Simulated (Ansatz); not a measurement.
**HfN: further runs on the relaxed cell**

An exercise on one series of results from a longer session: the logs are not shown, and one member is left open.

Program: Ansatz 0.2.0. Level of theory: DFT PBE, scalar-relativistic, plane waves, PAW. These are calculated values, not measurements.

1 further run of the same task is left out (set aside as unsound or not needed).

### Starting point

It takes space group Fm-3m (No. 225, cubic). The conventional cell has a = 4.548 Å, b = 4.548 Å, c = 4.548 Å, α = 90.00°, β = 90.00°, γ = 90.00°. Around Hf (site symmetry m-3m) lie 6 N at 2.27 Å. Around N (site symmetry m-3m) lie 6 Hf at 2.27 Å.

Coordinates:

```cif
data_structure
_symmetry_space_group_name_H-M 'Fm-3m'
_symmetry_Int_Tables_number 225
_cell_length_a 4.5478
_cell_length_b 4.5478
_cell_length_c 4.5478
_cell_angle_alpha 90.000
_cell_angle_beta 90.000
_cell_angle_gamma 90.000
_cell_volume 94.06
loop_
_atom_site_label
_atom_site_type_symbol
_atom_site_symmetry_multiplicity
_atom_site_Wyckoff_symbol
_atom_site_fract_x
_atom_site_fract_y
_atom_site_fract_z
_atom_site_occupancy
Hf1 Hf 4 a 0.00000 0.00000 0.00000 1
N1 N 4 b 0.50000 0.00000 0.00000 1
```

This cell was relaxed beforehand with the same method: volume 11.76 Å³/atom, gap on the mesh none (metal).

Set-up of the first run:

The input, input.yaml:

```yaml
crystal:
  lattice:
    - [0.0, 2.2738954494, 2.2738954494]
    - [2.2738954494, 0.0, 2.2738954494]
    - [2.2738954494, 2.2738954494, 0.0]
  atoms:
    - { symbol: Hf, position: [0.0, 0.0, 0.0] }
    - { symbol: "N", position: [0.5, 0.5, 0.5] }
basis:
  ecutwfc: 420
kpoints:
  mp_grid: { grid: [16, 16, 16] }
  band_path:
    path:
      - [[0.0, 0.0, 0.0], [0.5, 0.0, 0.5], [0.625, 0.25, 0.625]]
      - [[0.375, 0.375, 0.75], [0.0, 0.0, 0.0], [0.5, 0.5, 0.5], [0.5, 0.25, 0.75], [0.5, 0.0, 0.5]]
    npoints: 14
hamiltonian:
  xc: pbe
scf:
  occupations: { method: gaussian, width: 0.1 }
  n_extra_bands: 6
output:
  forces: true
  stress: true
  eigenvalues: true
  populations: true
  dos: { projected: true, de: 0.02, nscf_kmesh: { grid: [24, 24, 24] } }
  bader: true
  write_density: true
  write_potential: true
  elf: true
  volumetric_format: npy
```

On the command line:

```console
$ ansatz run input.yaml --threads 1 --pin off --max-ram 2560MiB --backend cpu --events-out ev --progress --plain --runs-dir out
```

Steps of the session up to this table: Static run: bands, density of states and charges; Volume × 0.97; Point at V/V0 = 1.03; Point at V/V0 = 0.94; Point at V/V0 = 1.06.

One table of the session follows, with a row left open; its other results are not shown here.

It belongs to the step «Energy against volume». 

```
volume (Å³/atom)  energy above the lowest point (meV/atom)  pressure (GPa)
          11.052                                      38.7           18.59
          11.405                                       9.2            8.56
          11.757                                       0.0            0.00
          12.110                                         ?               ?
          12.463                                      31.4          -13.55
```

**Question.** Estimate the row for volume (Å³/atom) = 12.110.

Worked estimate for «energy above the lowest point (meV/atom)». A straight line through the neighbours (11.757, 0.0) and (12.463, 31.4) gives 0.0 + (31.4 − 0.0) × (12.110 − 11.757) / (12.463 − 11.757) = 15.7; a parabola fitted to 3 rows on both sides gives 7.4.

**Answer.** energy above the lowest point (meV/atom): 8.2; pressure (GPa): -7.31. In «energy above the lowest point (meV/atom)» the line misses by +7.5 and the parabola by -0.8.

To keep in mind: The final runs have no spin polarisation, so no magnetic state was tried and one may lie lower.
